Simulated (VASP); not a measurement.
# W2C (P-3m1) in VASP: notebook, part 2 of 2

VASP 6.6.1.

## (3) Relaxation of cell and atoms, PBE, spin-orbit coupling, no magnetisation

File INCAR:

```
PREC = Accurate ; ENCUT = 600
EDIFF = 1E-6 ; ISMEAR = -1
SIGMA = 0.05 ; LREAL = F
LASPH = T ; NELM = 60
ALGO = Fast ; ISIF = 3
LWAVE = F ; LCHARG = F
LNONCOLLINEAR = T ; MAGMOM = 0 0 0 0 0 0 0 0 0
LORBIT = 11 ; LSORBIT = T
GGA_COMPAT = F ; LMAXMIX = 4
GGA = PE ; IBRION = 2
NSW = 60 ; EDIFFG = -0.01
```

File KPOINTS:

```
Automatic mesh
0
Gamma
  7 7 5
```

File POSCAR:

```
W2C
1.0
    3.0700456420      0.0000000000      0.0000000000
   -1.5350228210      2.6587375167      0.0000000000
    0.0000000000      0.0000000000      4.6784280000
W C
2 1
Direct
    0.6666666667      0.3333333333      0.2536690000
    0.3333333333      0.6666666667      0.7463310000
    0.0000000000      0.0000000000      0.0000000000
```

Potentials or basis: VASP PAW PBE potentials, release 64 (W_sv, C).

Command:

```sh
> cat potpaw_PBE.64/W_sv/POTCAR potpaw_PBE.64/C/POTCAR > POTCAR
> mpirun -np 1 vasp_ncl > vasp.out
```

OUTCAR:

```text
PREC = Accurate
   ENCUT = 600
   EDIFF = 1E-6
   ISMEAR = -1
   LREAL = F
   LASPH = T
   NELM = 60
   ISIF = 3
   LNONCOLLINEAR = T
   LORBIT = 11
   LSORBIT = T
   GGA = PE
   IBRION = 2
   NSW = 60
   EDIFFG = -0.01

 ion  position               nearest neighbor table
   1  0.667  0.333  0.254-   3 2.13   3 2.13   3 2.13   2 2.91   2 2.91   2 2.91   2 2.96   2 2.96
                             2 2.96
   2  0.333  0.667  0.746-   3 2.13   3 2.13   3 2.13   1 2.91   1 2.91   1 2.91   1 2.96   1 2.96
                             1 2.96
   3  0.000  0.000  0.000-   1 2.13   2 2.13   2 2.13   1 2.13   1 2.13   2 2.13

  LATTYP: Found a hexagonal cell.
 ALAT       =     3.0700456420
 C/A-ratio  =     1.5238952594

  Lattice vectors:

 A1 = (   3.0700456420,   0.0000000000,   0.0000000000)
 A2 = (  -1.5350228210,   2.6587375167,   0.0000000000)
 A3 = (   0.0000000000,   0.0000000000,   4.6784280000)

Analysis of symmetry for initial positions (statically):
=====================================================================
 Subroutine PRICEL returns:
 Original cell was already a primitive cell.

 Routine SETGRP: Setting up the symmetry group for a
 hexagonal supercell.

 Subroutine GETGRP returns: Found 12 space group operations
 (whereof 12 operations were pure point group operations)
 out of a pool of 24 trial point group operations.

The static configuration has the point symmetry D_3d.

Analysis of symmetry for dynamics (positions and initial velocities):
=====================================================================
 Subroutine PRICEL returns:
 Original cell was already a primitive cell.

 Routine SETGRP: Setting up the symmetry group for a
 hexagonal supercell.

 Subroutine GETGRP returns: Found 12 space group operations
 (whereof 12 operations were pure point group operations)
 out of a pool of 24 trial point group operations.

[... 1394 lines left out ...]
  --------------------------------------------------------------------------------------
  -------------------------------------------------------------------------------------
  Total       -0.0158956     -0.0158956      0.0255121      0.0000000      0.0000000      0.0000000
  in kB       -0.6683276     -0.6683276      1.0726532      0.0000000      0.0000000      0.0000000
  external PRESSURE =      -0.0880006 kB  Pullay stress =       0.0000000 kB
[... 18 lines left out ...]
  FREE ENERGIE OF THE ION-ELECTRON SYSTEM (eV)
  ---------------------------------------------------
  free  energy   TOTEN  =       -36.5273671459 eV

  energy  without entropy=      -36.5134962227  energy(sigma->0) =      -36.52043168

 reached required accuracy - stopping structural energy minimisation

 Spin-Orbit-Coupling matrix elements

 Ion:    1  E_soc:     -1.5398514
 l=   1
     0.0000000    -0.2247397    -0.2247831
    -0.2247397     0.0000000    -0.2247397
    -0.2247831    -0.2247397     0.0000000
 l=   2
     0.0000000    -0.0064009     0.0000000    -0.0064009    -0.0231317
    -0.0064009     0.0000000    -0.0203262    -0.0062754    -0.0064009
     0.0000000    -0.0203262     0.0000000    -0.0203262     0.0000000
    -0.0064009    -0.0062754    -0.0203262     0.0000000    -0.0064009
    -0.0231317    -0.0064009     0.0000000    -0.0064009     0.0000000
 l=   3
     0.0000000     0.0000000     0.0000000     0.0000000     0.0000000     0.0000000     0.0000000
     0.0000000     0.0000000     0.0000000     0.0000000     0.0000000     0.0000000     0.0000000
     0.0000000     0.0000000     0.0000000     0.0000000     0.0000000     0.0000000     0.0000000
     0.0000000     0.0000000     0.0000000     0.0000000     0.0000000     0.0000000     0.0000000
[... 29 lines left out ...]
 l=   2
     0.0000000     0.0000000     0.0000000     0.0000000     0.0000000
     0.0000000     0.0000000     0.0000000     0.0000000     0.0000000
     0.0000000     0.0000000     0.0000000     0.0000000     0.0000000
     0.0000000     0.0000000     0.0000000     0.0000000     0.0000000
     0.0000000     0.0000000     0.0000000     0.0000000     0.0000000
 l=   3
     0.0000000     0.0000000     0.0000000     0.0000000     0.0000000     0.0000000     0.0000000
     0.0000000     0.0000000     0.0000000     0.0000000     0.0000000     0.0000000     0.0000000
     0.0000000     0.0000000     0.0000000     0.0000000     0.0000000     0.0000000     0.0000000
     0.0000000     0.0000000     0.0000000     0.0000000     0.0000000     0.0000000     0.0000000
     0.0000000     0.0000000     0.0000000     0.0000000     0.0000000     0.0000000     0.0000000
     0.0000000     0.0000000     0.0000000     0.0000000     0.0000000     0.0000000     0.0000000
     0.0000000     0.0000000     0.0000000     0.0000000     0.0000000     0.0000000     0.0000000

 total charge

# of ion       s       p       d       tot
------------------------------------------
    1        2.337   6.348   3.397  12.082
    2        2.337   6.348   3.397  12.082
    3        0.875   1.584   0.000   2.459
--------------------------------------------------
tot          5.549  14.280   6.793  26.623

 magnetization (x)

# of ion       s       p       d       tot
------------------------------------------
    1        0.000   0.000  -0.000  -0.000
    2        0.000   0.000   0.000   0.000
    3        0.000   0.000   0.000   0.000
--------------------------------------------------
tot          0.000   0.000  -0.000  -0.000

 magnetization (y)

# of ion       s       p       d       tot
------------------------------------------
    1        0.000   0.000  -0.000  -0.000
    2        0.000   0.000  -0.000  -0.000
    3        0.000  -0.000   0.000  -0.000
--------------------------------------------------
tot          0.000  -0.000  -0.000  -0.000

 magnetization (z)

# of ion       s       p       d       tot
------------------------------------------
    1        0.000   0.000   0.000   0.000
    2        0.000   0.000   0.000   0.000
    3        0.000   0.000   0.000   0.000
--------------------------------------------------
tot          0.000   0.000   0.000   0.000
```

OSZICAR:

```text
N       E                     dE             d eps       ncg     rms          rms(c)
DAV:   1     0.427925600733E+03    0.42793E+03   -0.19989E+04  2560   0.205E+03
DAV:   2    -0.855398230224E+01   -0.43648E+03   -0.42243E+03  2632   0.620E+02
DAV:   3    -0.392248381474E+02   -0.30671E+02   -0.29165E+02  3088   0.150E+02
[... 53 lines left out ...]
RMM:   5    -0.365273709754E+02   -0.50363E-05   -0.73159E-05  2944   0.647E-02    0.238E-02
RMM:   6    -0.365273665409E+02    0.44345E-05   -0.18303E-05  2783   0.391E-02    0.471E-03
RMM:   7    -0.365273694875E+02   -0.29466E-05   -0.30526E-05  2960   0.297E-02    0.207E-02
RMM:   8    -0.365273670037E+02    0.24838E-05   -0.80750E-06  2293   0.198E-02    0.453E-03
RMM:   9    -0.365273671459E+02   -0.14222E-06   -0.26938E-06  2215   0.939E-03
   5 F= -.36527367E+02 E0= -.36520432E+02  d E =-.415151E-04  mag=    -0.0000    -0.0000    -0.0000
```

CONTCAR:

```text
W2C
   1.00000000000000
     3.0695084713103071    0.0000000000000000    0.0000000000000000
    -1.5347542356551536    2.6582723132365835   -0.0000000000000000
     0.0000000000000000    0.0000000000000000    4.6701273372875667
  W               C
     2     1
Direct
     0.6666666667000030    0.3333333332999970    0.2547463872483260
     0.3333333332999970    0.6666666667000030    0.7452536127516739
     0.0000000000000000    1.0000000000000000    0.0000000000000000

  0.00000000E+00  0.00000000E+00  0.00000000E+00
  0.00000000E+00  0.00000000E+00  0.00000000E+00
  0.00000000E+00  0.00000000E+00  0.00000000E+00
```

Run time: 12 min. Hardware: 1 thread of Intel Xeon Platinum 8488C (Sapphire Rapids), shared host; peak memory 0.37 GiB.

Results:

```
Free energy                                           : -36.5274 eV
Relaxed volume                                        : 12.70 Å³/atom
Relaxed cell                                          : a = 3.070 Å, b = 3.070 Å, c = 4.670 Å, α = 90.00°, β = 90.00°, γ = 120.00°
Space group after relaxing (to 0.05 Å)                : P-3m1 (No. 164)
Energy gained by relaxing                             : 0.3 meV/atom
Ionic steps                                           : 5
Pressure after relaxing                               : 0.0 GPa
Valence electrons inside the program's atomic spheres : W 12.08; C 2.46
```

Forces on the atoms (eV/Å):
```
W    0.000  0.000  0.003
W    0.000  0.000 -0.003
C    0.000  0.000  0.000
```

Stress tensor (GPa, compression positive):
```
-0.07  0.00  0.00
 0.00 -0.07  0.00
 0.00  0.00  0.11
```

Step by step:
```csv
step,energy change (eV),largest force (eV/Å),pressure (GPa),volume (Å³)
1,0.0000,0.1355,-0.37,38.19
2,-0.0006,0.0275,0.61,38.02
3,-0.0008,0.0260,0.26,38.08
4,-0.0007,0.0422,-0.64,38.17
5,-0.0009,0.0028,-0.01,38.11
```

Final structure:
```yaml
crystal:
  lattice:
    - [3.06951, 0.00000, 0.00000]
    - [-1.53475, 2.65827, 0.00000]
    - [0.00000, 0.00000, 4.67013]
  atoms:
    - { symbol: W, position: [0.66667, 0.33333, 0.25475] }
    - { symbol: W, position: [0.33333, 0.66667, 0.74525] }
    - { symbol: C, position: [0.00000, 0.00000, 0.00000] }
```

## (4) Single point, HSE(alpha, omega)

POSCAR is that of step 3.

File INCAR.step1:

```
PREC = Accurate
ENCUT = 520
EDIFF = 1E-5
ISMEAR = -1
SIGMA = 0.05
LREAL = False
LASPH = True
NELM = 80
ALGO = Normal
ISIF = 2
LWAVE = True
LCHARG = False
NBANDS = 23
GGA = PE
```

File INCAR.step2:

```
PREC = Accurate
ENCUT = 520
EDIFF = 1E-6
ISMEAR = -1
SIGMA = 0.05
LREAL = False
LASPH = True
NELM = 80
ALGO = Normal
ISIF = 2
LWAVE = False
LCHARG = False
GGA = PE
LHFCALC = True
HFSCREEN = 0.2
AEXX = 0.05
PRECFOCK = Fast
NBANDS = 23
ISTART = 1
```

File KPOINTS:

```
regular mesh
0
Gamma
  5 5 3
```

Potentials or basis: VASP PAW PBE potentials, release 64 (W_sv, C).

Command:

```sh
> cat potpaw_PBE.64/W_sv/POTCAR potpaw_PBE.64/C/POTCAR > POTCAR
> cp INCAR.step1 INCAR
> mpirun -np 1 vasp_std > vasp.out
> cp INCAR.step2 INCAR
> mpirun -np 1 vasp_std > vasp.out
```

OUTCAR:

```text
PREC = Accurate
   ENCUT = 520
   EDIFF = 1E-6
   ISMEAR = -1
   LREAL = False
   LASPH = True
   NELM = 80
   ISIF = 2
   GGA = PE
   LHFCALC = True
   HFSCREEN = 0.2
   AEXX = 0.05
   PRECFOCK = Fast
   ISTART = 1

 ion  position               nearest neighbor table
   1  0.667  0.333  0.254-   3 2.13   3 2.13   3 2.13   2 2.91   2 2.91   2 2.91   2 2.96   2 2.96
                             2 2.96
   2  0.333  0.667  0.746-   3 2.13   3 2.13   3 2.13   1 2.91   1 2.91   1 2.91   1 2.96   1 2.96
[... 505 lines left out ...]

  FORCE on cell =-STRESS in cart. coord.  units (eV):
  Direction    XX          YY          ZZ          XY          YZ          ZX
  --------------------------------------------------------------------------------------
  -------------------------------------------------------------------------------------
  Total       -0.8154984     -0.8154984     -0.2976033      0.0000000      0.0000000      0.0000000
  in kB      -34.2147558    -34.2147558    -12.4861351      0.0000000      0.0000000      0.0000000
  external PRESSURE =     -26.9718822 kB  Pullay stress =       0.0000000 kB

 VOLUME and BASIS-vectors are now :
 -----------------------------------------------------------------------------
  energy-cutoff  :      520.00
  volume of cell :       38.19
      direct lattice vectors                 reciprocal lattice vectors
     3.070045642  0.000000000  0.000000000     0.325728056  0.188059181  0.000000000
    -1.535022821  2.658737517  0.000000000     0.000000000  0.376118362  0.000000000
     0.000000000  0.000000000  4.678428000     0.000000000  0.000000000  0.213747011

 POSITION                                       TOTAL-FORCE (eV/Angst)
 -----------------------------------------------------------------------------------
      1.53502      0.88625      1.18677         0.000000     -0.000000     -0.379436
     -0.00000      1.77249      3.49166        -0.000000      0.000000      0.379436
      0.00000      0.00000      0.00000        -0.000000      0.000000     -0.000000
 -----------------------------------------------------------------------------------
    total drift:                                0.000000      0.000000      0.000000

  FREE ENERGIE OF THE ION-ELECTRON SYSTEM (eV)
  ---------------------------------------------------
  free  energy   TOTEN  =       -36.0266546017 eV

  energy  without entropy=      -36.0165263878  energy(sigma->0) =      -36.02159049
```

OUTCAR.step1:

```text
PREC = Accurate
   ENCUT = 520
   EDIFF = 1E-5
   ISMEAR = -1
   LREAL = False
   LASPH = True
[... 525 lines left out ...]
      1.53502      0.88625      1.18677         0.000000     -0.000000     -0.294811
     -0.00000      1.77249      3.49166        -0.000000      0.000000      0.294811
      0.00000      0.00000      0.00000         0.000000      0.000000      0.000000
 -----------------------------------------------------------------------------------
    total drift:                                0.000000     -0.000000     -0.000000

  FREE ENERGIE OF THE ION-ELECTRON SYSTEM (eV)
  ---------------------------------------------------
  free  energy   TOTEN  =       -34.9389558861 eV

  energy  without entropy=      -34.9279762872  energy(sigma->0) =      -34.93346609
```

Wall time 9.2 min (1 thread of Intel Xeon Platinum 8488C (Sapphire Rapids), shared host); peak memory 0.26 GiB.

Results:

```
Free energy            : -36.0267 eV
Pressure               : -2.7 GPa
Largest force          : 0.379 eV/Å
Band gap on the k mesh : none (metal or under the smearing width)
```

Forces in eV/Å, atoms in the order of the input:
```
W    0.000  0.000 -0.379
W    0.000  0.000  0.379
C    0.000  0.000  0.000
```

Stress tensor (GPa, compression positive):
```
-3.42  0.00  0.00
 0.00 -3.42  0.00
 0.00  0.00 -1.25
```

Levels at points of the mesh, in eV from the Fermi level:
| k point | band 14 | band 15 | band 16 | band 17 | band 18 | band 19 |
| --- | --- | --- | --- | --- | --- | --- |
| (0.00, 0.00, 0.00) | -1.49 | -1.36 | -1.36 | -1.06 | -1.06 | 0.65 |

Caveat: the k mesh is coarse (spacing up to 0.47 Å⁻¹), so the values aren't converged, least of all with exact exchange; the PAW data sets were made with another functional, which shifts forces and pressure a little.

## (5) Single point, HSE(alpha, omega)

POSCAR is that of step 4.

INCAR.step1 is that of step 4.

INCAR.step2: that of step 4 with these lines changed.

```diff
@@ -15,3 +15,3 @@
 HFSCREEN = 0.2
-AEXX = 0.05
+AEXX = 0.1
 PRECFOCK = Fast
```

KPOINTS is that of step 4.

Command:

```sh
> cat potpaw_PBE.64/W_sv/POTCAR potpaw_PBE.64/C/POTCAR > POTCAR
> cp INCAR.step1 INCAR
> mpirun -np 1 vasp_std > vasp.out
> cp INCAR.step2 INCAR
> mpirun -np 1 vasp_std > vasp.out
```

Wall time 10 min (1 thread of Intel Xeon Platinum 8488C (Sapphire Rapids), shared host); peak memory 0.26 GiB.

Results (log left out):

```
Free energy            : -37.1193 eV
Pressure               : -4.6 GPa
Largest force          : 0.462 eV/Å
Band gap on the k mesh : none (metal or under the smearing width)
```

Forces on the atoms (eV/Å):
```
W    0.000  0.000 -0.462
W    0.000  0.000  0.462
C    0.000  0.000  0.000
```

Stress tensor (GPa, compression positive):
```
-5.23  0.00  0.00
 0.00 -5.23  0.00
 0.00  0.00 -3.29
```

Levels at points of the mesh, in eV from the Fermi level:
```
           k point  band 12  band 13  band 14  band 15  band 16  band 17  band 18  band 19  band 20  band 21
(0.00, 0.00, 0.00)    -5.72    -4.27    -1.55    -1.42    -1.42    -1.09    -1.09     0.70     0.70     1.74
```

Caveat: the k mesh is coarse (spacing up to 0.47 Å⁻¹), so the values aren't converged, least of all with exact exchange; the PAW data sets were made with another functional, which shifts forces and pressure a little.

## (6) For comparison

An earlier run on the cell as given: functional PBE; potentials or basis VASP PAW PBE potentials, release 64 (W_sv, C); cutoff 520 eV; k mesh 10 × 10 × 6; occupations fermi-dirac, width 0.05 eV; no spin polarisation.

- Pressure: -1.0 GPa
- Largest force: 0.054 eV/Å
- Band gap on the k mesh: none (metal or under the smearing width)

## (7) Overview

```tsv
task	level	spin	cell	k mesh	cutoff (eV)	share of exact exchange	grid for exact exchange (PRECFOCK)	mesh quality	gap on the mesh (eV)	pressure (GPa)	relaxed volume (Å³/atom)	largest force (eV/Å)
relaxation of cell and atoms	PBE	off	relaxed	7 × 7 × 5	600	-	-	not flagged	none	0.0	12.67	-
relaxation of cell and atoms	PBE	SOC, no magnetisation	relaxed	7 × 7 × 5	600	-	-	not flagged	-	0.0	12.70	-
single point	HSE(alpha, omega)	off	as given	5 × 5 × 3	520	0.05	Fast	coarse	none	-2.7	-	0.38
single point	HSE(alpha, omega)	off	as given	5 × 5 × 3	520	0.1	Fast	coarse	none	-4.6	-	0.46
single point	PBE	off	as given	10 × 10 × 6	520	-	-	not flagged	none	-1.0	-	0.05
```

Alike in all rows: potentials or basis VASP PAW PBE potentials, release 64 (W_sv, C); smearing fermi-dirac 0.05 eV.

Caveats: some runs use coarse meshes; the PAW data sets were made with another functional, which shifts forces and pressure a little (some runs).

Absolute energies hang on the potentials; compare differences alone.
